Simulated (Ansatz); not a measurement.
# Calculated ¹⁷O NMR of the central transition for CO2

Cell: a Materials Project structure (computed, not necessarily an observed phase), atoms as given.

Space group Pbcn (No. 60); a = 4.7845, b = 6.3155, c = 5.6789 Å.

```
site  Wyckoff  site symmetry       x       y       z
   C       4c            .2.  0.5000  0.8530  0.7500
   O       8d              1  0.7010  0.1463  0.1336
```

One atom of each set is listed.

Level of theory: DFT, PBE, plane waves and PAW, scalar-relativistic, 420 eV cutoff, Γ-centred 5×4×4 k-points, Fermi–Dirac smearing 0.02 eV (Ansatz 0.2.0).

¹⁷O has I = 5/2 and Q = -25.58 mb (Pyykkö 2018); at 35.2 T its Larmor frequency is ν₀ = 203.3 MHz. Only the quadrupole interaction is simulated: positions count from each site's isotropic chemical shift, and J coupling is left out, as are shift anisotropy and dipolar coupling, which fast spinning averages.

Q: What does the ¹⁷O spectrum (fast magic-angle spinning) show for each site?

A: 

```json
{"site": "O", "first shell": "1 C at 1.17 Å", "C_Q (MHz)": "-4.38", "η": "0.03", "P_Q (MHz)": "4.39", "δ_QIS (ppm)": "-2.79", "breadth (kHz)": "1.23"}
```

δ_QIS = −(ν_Q²/30ν₀²)[I(I+1) − 3/4](1 + η²/3) × 10⁶ ppm with ν_Q = 3|C_Q|/[2I(2I−1)]; it falls as 1/B₀² in ppm, and the breadth as 1/B₀ in kHz.

At O V_zz points along its bond to C (within 1°).
